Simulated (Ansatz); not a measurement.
Theory: Ansatz 0.2.0, DFT PBE, scalar-relativistic, plane waves, PAW. All cells share a 420 eV cutoff and Γ-centred k meshes spaced at most about 0.3 Å⁻¹ (about 0.25 or finer for metals, 2π included). No spin polarisation.

These are static total energies at zero pressure.

Question: Order these relaxed structures of Zr₇B by energy, lowest first, with the energy over the lowest of them.
1.

```
Zr B
1.0
     3.33051    0.00000    0.00000
    -1.66526    2.88431    0.00000
     0.00000    0.00000   18.08280
Zr B
7 1
Cartesian
  0.0000 1.9229 16.6799
  0.0000 1.9229 1.4029
  0.0000 0.0000 4.0216
  0.0000 1.9229 6.4968
  0.0000 1.9229 11.5860
  0.0000 0.0000 9.0414
  0.0000 0.0000 14.0612
  0.0000 0.0000 0.0000
```

2.

```
Zr B
1.0
     3.30602    0.00000    0.00000
    -1.65301    2.86309    0.00000
     0.00000    0.00000   18.32633
Zr B
7 1
Direct
  0.66667 0.33333 0.92581
  0.33333 0.66667 0.07419
  0.66667 0.33333 0.22389
  0.33333 0.66667 0.36039
  0.33333 0.66667 0.77611
  0.66667 0.33333 0.63961
  0.00000 0.00000 0.50000
  0.00000 0.00000 0.00000
```

Answer: 2 (0 meV/atom), 1 (103 meV/atom). Forms: cell 2 P-3m1; cell 1 P-6m2. Counting Zr atoms around B (those within 1.25 times the shortest such distance or 1.15 times the sum of covalent radii): cell 2 has B 6; cell 1 has B 6. Both come from invented guesses.

Cells relaxed within their symmetry can be saddle points. Some candidate types were left out of the draw beforehand, so a known form may be missing.
